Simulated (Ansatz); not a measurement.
# Cd (fcc type): the cost of one run

Program: Ansatz 0.2.0. Level of theory: DFT PBE, with the methods named in each step. These are calculated values, not measurements.

This is Cd in the fcc structure; at room conditions it is hcp.

## Step 1: The structure to begin with

The structure is cubic, space group Fm-3m (No. 225). The conventional cell has a = 4.500 Å, b = 4.500 Å, c = 4.500 Å, α = 90.00°, β = 90.00°, γ = 90.00°. Cd (site symmetry m-3m) is surrounded by 12 Cd at 3.18 Å.

Structure file:

```cif
data_structure
_symmetry_space_group_name_H-M 'Fm-3m'
_symmetry_Int_Tables_number 225
_cell_length_a 4.4998
_cell_length_b 4.4998
_cell_length_c 4.4998
_cell_angle_alpha 90.000
_cell_angle_beta 90.000
_cell_angle_gamma 90.000
_cell_volume 91.11
loop_
_atom_site_label
_atom_site_type_symbol
_atom_site_symmetry_multiplicity
_atom_site_Wyckoff_symbol
_atom_site_fract_x
_atom_site_fract_y
_atom_site_fract_z
_atom_site_occupancy
Cd1 Cd 4 a 0.00000 0.00000 0.00000 1
```

The file gives the conventional cell by its symmetry; the runs use the cell typed in the input.

Whether this phase is the stable one at these pressures isn't tested.

## Step 2: The reference volume, LAPW

Contents of input.yaml:

```yaml
crystal:
  lattice:
    - [0.0, 2.249878134, 2.249878134]
    - [2.249878134, 0.0, 2.249878134]
    - [2.249878134, 2.249878134, 0.0]
  atoms:
    - { symbol: Cd, position: [0.0, 0.0, 0.0] }
kpoints:
  mp_grid: { grid: [14, 14, 14] }
  band_path:
    path:
      - [0.0, 0.0, 0.0]
      - [0.5, 0.0, 0.5]
      - [0.625, 0.25, 0.625]
      - [0.375, 0.375, 0.75]
      - [0.0, 0.0, 0.0]
      - [0.5, 0.5, 0.5]
      - [0.5, 0.25, 0.75]
      - [0.5, 0.0, 0.5]
    npoints: 14
scf:
  occupations: { method: fermi_dirac, width: 0.08 }
hamiltonian:
  xc: pbe
  pseudopotentials: { kind: all_electron, lapw: { basis_error: 0.001 } }
output:
  forces: true
  stress: true
  eigenvalues: true
  populations: true
  dos: { projected: true, de: 0.2, e_range: [-14, 8] }
```

The run is started by

```console
$ ansatz run input.yaml --threads 1 --pin off --max-ram 2048MiB --backend cpu --events-out ev --progress --plain --runs-dir out
```

Q: Estimate wall time and peak memory on 1 thread of Arm Neoverse V1, shared host.

About 9.9 s, with a peak of 0.27 GiB.
